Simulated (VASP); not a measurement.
# VASP 6.6.1 run: LiCl

INCAR

```
LREAL = .FALSE.
NSW = 0
SIGMA = 0.2
NELM = 92
PREC = Accurate
GGA = PE
LASPH = .TRUE.
LWAVE = .FALSE.
ISIF = 2
IBRION = -1
NBANDS = 18
LCHARG = .FALSE.
ISMEAR = 0
EDIFF = 1E-7
ENCUT = 520
```

KPOINTS

```
KPOINTS created by Atomic Simulation Environment
0
Gamma
12 12 4
0 0 0
```

POSCAR

```
Li Cl
 1.0000000000000000
     3.7715172854681720    0.0000000000288676    0.0000000000000000
    -1.8857586427590860    3.2662297800131301    0.0000000000000000
     0.0000000000000000    0.0000000000000000    6.4055669090000000
 Li  Cl
   2   2
Cartesian
 -0.0000000000166669  2.1774865200183759  0.0213083223634784
  1.8857586427257524  1.0887432600236218  3.2240917768634780
 -0.0000000000166669  2.1774865200183759  2.3807792685115210
  1.8857586427257524  1.0887432600236218  5.5835627230115206
```

The recommended PBE PAW datasets give the neutral cell 20 valence electrons.

Command

```
mpirun -np 1 vasp_std
```

OSZICAR

```
N       E                     dE             d eps       ncg     rms          rms(c)
DAV:   1     0.130473461963E+03    0.13047E+03   -0.88554E+03  2052   0.107E+03
DAV:   2    -0.280296282837E+00   -0.13075E+03   -0.12534E+03  2544   0.235E+02
DAV:   3    -0.146068569782E+02   -0.14327E+02   -0.14262E+02  3598   0.666E+01
DAV:   4    -0.150315485197E+02   -0.42469E+00   -0.42301E+00  2996   0.130E+01
DAV:   5    -0.150570786527E+02   -0.25530E-01   -0.25525E-01  3202   0.259E+00    0.329E+00
DAV:   6    -0.148057151596E+02    0.25136E+00   -0.43696E-01  2480   0.308E+00    0.248E+00
DAV:   7    -0.148091187542E+02   -0.34036E-02   -0.15176E-01  2712   0.180E+00    0.150E+00
DAV:   8    -0.148314329997E+02   -0.22314E-01   -0.28539E-02  2330   0.107E+00    0.287E-01
DAV:   9    -0.148314851411E+02   -0.52141E-04   -0.11563E-03  3006   0.212E-01    0.897E-02
DAV:  10    -0.148326732805E+02   -0.11881E-02   -0.13981E-03  2214   0.218E-01    0.237E-02
DAV:  11    -0.148326847969E+02   -0.11516E-04   -0.24668E-05  2890   0.341E-02    0.767E-03
DAV:  12    -0.148326921448E+02   -0.73479E-05   -0.44924E-06  2320   0.136E-02    0.327E-03
DAV:  13    -0.148326944726E+02   -0.23278E-05   -0.22343E-06  2298   0.827E-03    0.120E-03
DAV:  14    -0.148326945546E+02   -0.82023E-07   -0.14528E-07  2880   0.259E-03
   1 F= -.14832695E+02 E0= -.14832695E+02  d E =-.425101E-11
```

Standard output (part)

```
POSCAR found type information on POSCAR LiCl
 POSCAR found :  2 types and       4 ions
 LDA part: xc-table for (Slater+PW92), standard interpolation
 POSCAR, INCAR and KPOINTS ok, starting setup
 WAVECAR not read
 entering main loop
```

From OUTCAR

```
k-points           NKPTS =     57   k-points in BZ     NKDIM =     57   number of bands    NBANDS=     18

   NELECT =      20.0000    total number of electrons

   dimension x,y,z NGX =    28 NGY =   28 NGZ =   48
   dimension x,y,z NGXF=    56 NGYF=   56 NGZF=   96

  energy-cutoff  :      520.00
  volume of cell :       78.91
      direct lattice vectors                 reciprocal lattice vectors
     3.771517285  0.000000000  0.000000000     0.265145278  0.153081698  0.000000000
    -1.885758643  3.266229780  0.000000000    -0.000000000  0.306163396  0.000000000
     0.000000000  0.000000000  6.405566909     0.000000000  0.000000000  0.156114207

 k-points in reciprocal lattice and weights: KPOINTS created by Atomic Simulation Env
   0.00000000  0.00000000  0.00000000       0.002
   0.08333333 -0.00000000  0.00000000       0.010
   0.16666667 -0.00000000  0.00000000       0.010
   0.25000000  0.00000000  0.00000000       0.010
   0.33333333 -0.00000000  0.00000000       0.010
   0.41666667 -0.00000000  0.00000000       0.010
   0.50000000  0.00000000  0.00000000       0.005
   0.08333333  0.08333333  0.00000000       0.010
   ...

 E-fermi :   0.0094

 k-point     1 :       0.0000    0.0000    0.0000
  band No.  band energies     occupation
      1     -43.7057      2.00000
      2     -43.7042      2.00000
      3     -13.7536      2.00000
      4     -13.4712      2.00000
      5      -3.0910      2.00000
      6      -1.1545      2.00000
      7      -1.1545      2.00000
      8      -1.0508      2.00000
      9      -0.8710      2.00000
     10      -0.8710      2.00000
     11       5.2465      0.00000
     12       7.5129      0.00000
     13       9.1321      0.00000
     14       9.3921      0.00000
     15       9.3921      0.00000
     16      10.1173      0.00000
     17      10.2967      0.00000
     18      10.2967      0.00000

 k-point     2 :       0.0833   -0.0000    0.0000
  band No.  band energies     occupation
      1     -43.7057      2.00000
      2     -43.7042      2.00000
      3     -13.7344      2.00000
      4     -13.4597      2.00000
      5      -3.0522      2.00000
      6      -1.2860      2.00000
      7      -1.2023      2.00000
      8      -1.0674      2.00000
      9      -1.0175      2.00000
     10      -0.8926      2.00000
     11       5.4168      0.00000
     12       7.6994      0.00000
     13       9.1840      0.00000
     14       9.4130      0.00000
     15       9.5085      0.00000
     16       9.7355      0.00000
     17      10.4493      0.00000
     18      10.4557      0.00000

 k-point     3 :       0.1667   -0.0000    0.0000
  band No.  band energies     occupation
      1     -43.7054      2.00000
      2     -43.7040      2.00000
      3     -13.6804      2.00000
      4     -13.4286      2.00000
      5      -2.9407      2.00000
      6      -1.6338      2.00000
      7      -1.3726      2.00000
      8      -1.3237      2.00000
      9      -1.1170      2.00000
     10      -0.9556      2.00000
     11       5.8412      0.00000
     12       8.0939      0.00000
     13       8.9904      0.00000
     14       9.3429      0.00000
     15       9.6815      0.00000
     16       9.7517      0.00000
     17      10.4594      0.00000
     18      10.8671      0.00000

 ...

  Total        1.0368794      1.0368794      0.3143214     -0.0000000      0.0000000      0.0000000
  in kB       21.0532156     21.0532156      6.3821068     -0.0000000      0.0000000      0.0000000
  external PRESSURE =      16.1628460 kB  Pullay stress =       0.0000000 kB

 POSITION                                       TOTAL-FORCE (eV/Angst)
 -----------------------------------------------------------------------------------
     -0.00000      2.17749      0.02131         0.000000     -0.000000      0.001499
      1.88576      1.08874      3.22409        -0.000000      0.000000      0.001499
     -0.00000      2.17749      2.38078        -0.000000     -0.000000     -0.001499
      1.88576      1.08874      5.58356         0.000000      0.000000     -0.001499
 -----------------------------------------------------------------------------------
    total drift:                               -0.000000     -0.000000      0.000560

  FREE ENERGIE OF THE ION-ELECTRON SYSTEM (eV)
  ---------------------------------------------------
  free  energy   TOTEN  =       -14.8326945546 eV

  energy  without entropy=      -14.8326945546  energy(sigma->0) =      -14.83269455
```

It converged. Results: gap between bands v and c on the k mesh 6.12 eV; least direct gap on the k mesh 6.12 eV; pressure 1.6 GPa. Band v is the last that the valence electrons fill when counted band by band, and c is the next.

For comparison, a separate PBE run of the intended cell, on usual settings and not on those above, gives a gap of 6.12 eV on its mesh and a pressure of 1.6 GPa.

The run above took about 69 s on one core of a shared host (Intel Xeon Platinum 8488C) and held 0.21 GiB at most.
